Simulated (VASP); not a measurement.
# SnO2 (Pa-3) in VASP: reference runs, part 2 of 2

VASP 6.6.1. Earlier steps stand in the parts before.

## Step 3: Single point, PBE (atoms moved at random, drawn with an rms of 0.05 Å)

The input, INCAR:

```
PREC = Accurate
ENCUT = 520
EDIFF = 1E-7
ISMEAR = -1
SIGMA = 0.05
LREAL = False
LASPH = True
NELM = 60
ALGO = Normal
ISIF = 2
LWAVE = False
LCHARG = True
GGA = PE
LELF = True
LVHAR = True
NBANDS = 64
```

The input, KPOINTS:

```
regular mesh
0
Gamma
  5 5 5
```

The input, POSCAR:

```
SnO2
1.0
    5.1752560000      0.0000000000      0.0000000000
    0.0000000000      5.1752560000      0.0000000000
    0.0000000000      0.0000000000      5.1752560000
Sn O
4 8
Direct
   -0.0002600000     -0.0066000000      0.0100690000
    0.5006860000      0.0019810000      0.5000510000
    0.5068450000      0.5058860000     -0.0006910000
    0.0056560000      0.4991480000      0.5005650000
    0.6677820000      0.8351760000      0.1646510000
    0.8321060000      0.1498430000      0.6622460000
    0.1613020000      0.6585120000      0.8470840000
    0.3402420000      0.3410640000      0.3305890000
    0.6624910000      0.6605020000      0.6558430000
    0.8428570000      0.3444600000      0.1637270000
    0.1491550000      0.8316600000      0.3410630000
    0.3365950000      0.1666960000      0.8356560000
```

Potentials or basis: VASP PAW PBE potentials, release 64 (Sn_d, O).

Command:

```console
> cat potpaw_PBE.64/Sn_d/POTCAR potpaw_PBE.64/O/POTCAR > POTCAR
> mpirun -np 1 vasp_std > vasp.out
```

OUTCAR:

```text
PREC = Accurate
   ENCUT = 520
   EDIFF = 1E-7
   ISMEAR = -1
   LREAL = False
   LASPH = True
   NELM = 60
   ISIF = 2
   GGA = PE

 ion  position               nearest neighbor table
   1  1.000  0.993  0.010-  11 2.06   5 2.06   7 2.10  10 2.14   6 2.16  12 2.16   3 3.59   4 3.60
                             2 3.62   2 3.63   3 3.64   4 3.65   4 3.67   3 3.68   2 3.69   2 3.70
   2  0.501  0.002  0.500-   6 2.06  12 2.11   9 2.12   5 2.12   8 2.13  11 2.18   1 3.62   1 3.63
                             4 3.63   3 3.64   3 3.65   4 3.65   4 3.67   3 3.67   3 3.68   4 3.69
   3  0.507  0.506  0.999-   5 2.08   8 2.10   7 2.11  10 2.11   9 2.11  12 2.14   1 3.59   1 3.64
                             2 3.64   2 3.65   4 3.65   4 3.66   4 3.66   4 3.67   2 3.67   2 3.68
   4  0.006  0.499  0.501-  11 2.05  10 2.10   8 2.11   9 2.12   7 2.13   6 2.19   1 3.60   2 3.63
                             1 3.65   3 3.65   2 3.65   3 3.66   3 3.66   2 3.67   3 3.67   1 3.67
   5  0.668  0.835  0.165-   1 2.06   3 2.08   2 2.12
   6  0.832  0.150  0.662-   2 2.06   1 2.16   4 2.19
   7  0.161  0.659  0.847-   1 2.10   3 2.11   4 2.13
   8  0.340  0.341  0.331-   3 2.10   4 2.11   2 2.13
   9  0.662  0.661  0.656-   3 2.11   2 2.12   4 2.12
  10  0.843  0.344  0.164-   4 2.10   3 2.11   1 2.14
  11  0.149  0.832  0.341-   4 2.05   1 2.06   2 2.18
  12  0.337  0.167  0.836-   2 2.11   3 2.14   1 2.16

  LATTYP: Found a simple cubic cell.
 ALAT       =     5.1752560000

  Lattice vectors:

 A1 = (   5.1752560000,   0.0000000000,   0.0000000000)
 A2 = (   0.0000000000,   5.1752560000,   0.0000000000)
 A3 = (   0.0000000000,   0.0000000000,   5.1752560000)

Analysis of symmetry for initial positions (statically):
=====================================================================
 Subroutine PRICEL returns:
 Original cell was already a primitive cell.

 Routine SETGRP: Setting up the symmetry group for a
 simple cubic supercell.

 Subroutine GETGRP returns: Found  1 space group operations
 (whereof  1 operations were pure point group operations)
 out of a pool of 48 trial point group operations.

The static configuration has the point symmetry C_1 .

Analysis of symmetry for dynamics (positions and initial velocities):
=====================================================================
 Subroutine PRICEL returns:
 Original cell was already a primitive cell.

 Routine SETGRP: Setting up the symmetry group for a
 simple cubic supercell.

 Subroutine GETGRP returns: Found  1 space group operations
 (whereof  1 operations were pure point group operations)
 out of a pool of 48 trial point group operations.

The dynamic configuration has the point symmetry C_1 .

 Subroutine INISYM returns: Found  1 space group operations
 (whereof  1 operations are pure point group operations),
 and found     1 'primitive' translations

----------------------------------------------------------------------------------------

                                     Primitive cell

  volume of cell :     138.6103

  direct lattice vectors                    reciprocal lattice vectors
     5.175256000  0.000000000  0.000000000     0.193227156  0.000000000  0.000000000
     0.000000000  5.175256000  0.000000000     0.000000000  0.193227156  0.000000000
     0.000000000  0.000000000  5.175256000     0.000000000  0.000000000  0.193227156

  length of vectors
[... 83 lines left out ...]
 [... further k-points ...]
   k-points           NKPTS =     63   k-points in BZ     NKDIM =     63   number of bands    NBANDS=     64
   number of dos      NEDOS =    301   number of ions     NIONS =     12
   total plane-waves  NPLWV =  64000
   dimension x,y,z NGX =    40 NGY =   40 NGZ =   40
   dimension x,y,z NGXF=    80 NGYF=   80 NGZF=   80
   ions per type =               4   8
   NGX,Y,Z   is equivalent  to a cutoff of  12.85, 12.85, 12.85 a.u.
   NGXF,Y,Z  is equivalent  to a cutoff of  25.70, 25.70, 25.70 a.u.
 SYSTEM =  unknown system
   PREC   = accura    normal or accurate (medium, high low for compatibility)
   ISTART =      0    job   : 0-new  1-cont  2-samecut
   ICHARG =      2    charge: 1-file 2-atom 10-const
   ISPIN  =      1    spin polarized calculation?
   LNONCOLLINEAR =      F non collinear calculations
   LSORBIT =      F    spin-orbit coupling
   LASPH  =      T    aspherical Exc in radial PAW
   ENCUT  =  520.0 eV  38.22 Ry    6.18 a.u.   9.62  9.62  9.62*2*pi/ulx,y,z
   NELM   =     60;   NELMIN=  2; NELMDL= -5     # of ELM steps
   EDIFF  = 0.1E-06   stopping-criterion for ELM
   LREAL  =      F    real-space projection
   EDIFFG = 0.1E-05   stopping-criterion for IOM
   NSW    =      0    number of steps for IOM
   IBRION =     -1    ionic relax: 0-MD 1-quasi-New 2-CG
   NFREE  =      0    steps in history (QN), initial steepest desc. (CG)
   ISIF   =      2    stress and relaxation
   ISYM   =      2    0-nonsym 1-usesym 2-fastsym
   POTIM  = 0.5000    time-step for ionic-motion
   TEBEG  =    0.0;   TEEND  =   0.0 temperature during run
   PSTRESS=    0.0 pullay stress
   NELECT =     104.0000    total number of electrons
   NUPDOWN=      -1.0000    fix difference up-down
   EMIN   =  10.00;   EMAX   =-10.00  energy-range for DOS
   EFERMI =   0.00;   METHOD = LEGACY
   ISMEAR =    -1;   SIGMA  =   0.05  broadening in eV -4-tet -1-fermi 0-gaus
   EFERMI_NEDOS =   21; number of points for ismear=-14 and -15
   IALGO  =     38    algorithm
   IMIX   =      4    mixing-type and parameters
     AMIX     =   0.40;   BMIX     =  1.00
     AMIX_MAG =   1.60;   BMIX_MAG =  1.00
  volume/ion in A,a.u.               =      11.55        77.95
  Fermi-wavevector in a.u.,A,eV,Ry     =   1.487604  2.811165 30.109240  2.212967
  Thomas-Fermi vector in A             =   2.600744
   LORBIT       =      0    0 simple, 1 ext, 2 COOP (PROOUT), +10 PAW based schemes
   GGA     = PE    functional components
   LHFCALC =     F    Hartree Fock is set to
   AEXX    =    0.0000 exact exchange contribution
   IVDW    =     0    specifies the selected vdW correction
   LEPSILON=     F    determine dielectric tensor
   LRPA    =     F    only Hartree local field effects (RPA)
 non-spin polarized calculation
  energy-cutoff  :      520.00
  volume of cell :      138.61
 maximum number of plane-waves:      3759
   NGX = 19   NGY = 19   NGZ = 19

 number of electron     103.9999998 magnetization

 Free energy of the ion-electron system (eV)
  ---------------------------------------------------
  ext. energy  EPLUGINS =         0.00000000
  ---------------------------------------------------
  free energy    TOTEN  =       -73.22603697 eV

  energy without entropy =      -73.22566608  energy(sigma->0) =      -73.22585153

 E-fermi :   6.9408     XC(G=0): -11.6220

 val. band max:        6.6190053692   @ k =   0.0000   0.0000   0.4000
 cond. band min:       7.1065527335   @ k =   0.0000   0.0000   0.0000
 fundamental gap:      0.4875473643
 Fermi energy:         6.9408293076

 k-point     1 :       0.0000    0.0000    0.0000
  band No.  band energies     occupation
      1     -14.2800      2.00000
      2     -14.2623      2.00000
      3     -14.2429      2.00000
      4     -13.5985      2.00000
      5     -13.5881      2.00000
      6     -13.5794      2.00000
[... 1597 lines left out ...]
     63      16.2976      0.00000
     64      17.0805      0.00000

 [... further k-points ...]
[... 5 lines left out ...]
  --------------------------------------------------------------------------------------
  -------------------------------------------------------------------------------------
  Total        0.6345884      0.3877718      0.3751396      0.3265399     -0.1219426     -0.0240858
  in kB        7.3351197      4.4822011      4.3361873      3.7744293     -1.4095173     -0.2784046
  external PRESSURE =       5.3845027 kB  Pullay stress =       0.0000000 kB

 VOLUME and BASIS-vectors are now :
 -----------------------------------------------------------------------------
  energy-cutoff  :      520.00
  volume of cell :      138.61
      direct lattice vectors                 reciprocal lattice vectors
     5.175256000  0.000000000  0.000000000     0.193227156  0.000000000  0.000000000
     0.000000000  5.175256000  0.000000000     0.000000000  0.193227156  0.000000000
     0.000000000  0.000000000  5.175256000     0.000000000  0.000000000  0.193227156

 POSITION                                       TOTAL-FORCE (eV/Angst)
 -----------------------------------------------------------------------------------
      5.17391      5.14110      0.05211         0.178065      0.952332     -1.021260
      2.59118      0.01025      2.58789        -0.428969     -0.065897     -0.044730
      2.62305      2.61809      5.17168        -0.205881     -0.559662     -0.322659
      0.02927      2.58322      2.59055        -0.449875     -0.684147      0.622265
      3.45594      4.32225      0.85211        -0.696965      0.257595      0.091882
      4.30636      0.77548      3.42729         0.783162      0.722123      0.202422
      0.83478      3.40797      4.38388         0.006233      0.059730     -0.346861
      1.76084      1.76509      1.71088         0.013925     -0.427206      0.370680
      3.42856      3.41827      3.39416        -0.123842     -0.248212      0.252032
      4.36200      1.78267      0.84733        -0.048822     -0.511341     -0.225376
      0.77192      4.30405      1.76509         1.190274      0.758135      0.359759
      1.74197      0.86269      4.32473        -0.217305     -0.253449      0.061846
 -----------------------------------------------------------------------------------
    total drift:                                0.000230      0.000624     -0.000826

  FREE ENERGIE OF THE ION-ELECTRON SYSTEM (eV)
  ---------------------------------------------------
  free  energy   TOTEN  =       -73.2260369737 eV

  energy  without entropy=      -73.2256660837  energy(sigma->0) =      -73.22585153
```

It took 5.8 min on 1 thread of Intel Xeon 6975P-C (Granite Rapids), shared host; peak memory 0.49 GiB.

Results:

```yaml
Free_energy: -73.2260 eV
Pressure: 0.5 GPa
Largest_force: 1.456 eV/Å
Band_gap_on_the_k_mesh: 0.49 eV, indirect (least direct gap 0.58 eV)
```

Forces on the atoms (eV/Å):
```
Sn   0.178  0.952 -1.021
Sn  -0.429 -0.066 -0.045
Sn  -0.206 -0.560 -0.323
Sn  -0.450 -0.684  0.622
O   -0.697  0.258  0.092
O    0.783  0.722  0.202
O    0.006  0.060 -0.347
O    0.014 -0.427  0.371
O   -0.124 -0.248  0.252
O   -0.049 -0.511 -0.225
O    1.190  0.758  0.360
O   -0.217 -0.253  0.062
```

Stress tensor (GPa, compression positive):
```
 0.73  0.38 -0.03
 0.38  0.45 -0.14
-0.03 -0.14  0.43
```

Caveat: spin-orbit coupling is left out, which moves the levels of the heavy elements; an odd mesh through Γ misses points on the zone boundary, where band edges often lie.
